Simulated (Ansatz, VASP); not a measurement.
## BeTe in VASP and in Ansatz

```xyz
2
Lattice="0.0000 2.7883 2.7883 2.7883 0.0000 2.7883 2.7883 2.7883 0.0000" Properties=species:S:1:pos:R:3 pbc="T T T"
Te    4.1825    4.1825    4.1825
Be    0.0000    0.0000    0.0000
```

Change from the starting cell: volume scaled by 1.02.

Alike in both runs: task single point; functional PBEsol; k mesh 8 × 8 × 8; occupations fermi-dirac, width 0.05 eV; no spin polarisation.

|  | VASP | Ansatz |
| --- | --- | --- |
| version | VASP 6.6.1 | Ansatz 0.2.0 |
| potentials or method | VASP PAW PBE potentials, release 64 (Te, Be) | Ansatz PAW |
| plane-wave cutoff (eV) | 520 | 420 |
| valence electrons in the cell | 8 | 18 |

```csv
,VASP,Ansatz,Ansatz less VASP
gap on the k mesh at the Fermi level (eV),1.78,1.80,+0.019
least direct gap on the mesh (eV),3.57,3.60,+0.022
pressure (GPa),1.2,0.9,-0.27
```

The two sets of potentials don't hold the same shells in valence.

Caveats: spin-orbit coupling is left out, which moves the levels of the heavy elements; the PAW data sets were made with another functional, which shifts forces and pressure a little (VASP); the PAW data sets come from PBE, with cores solved anew for the run's functional, which leaves a small shift of forces and pressure (Ansatz). A k mesh can miss the band edges.
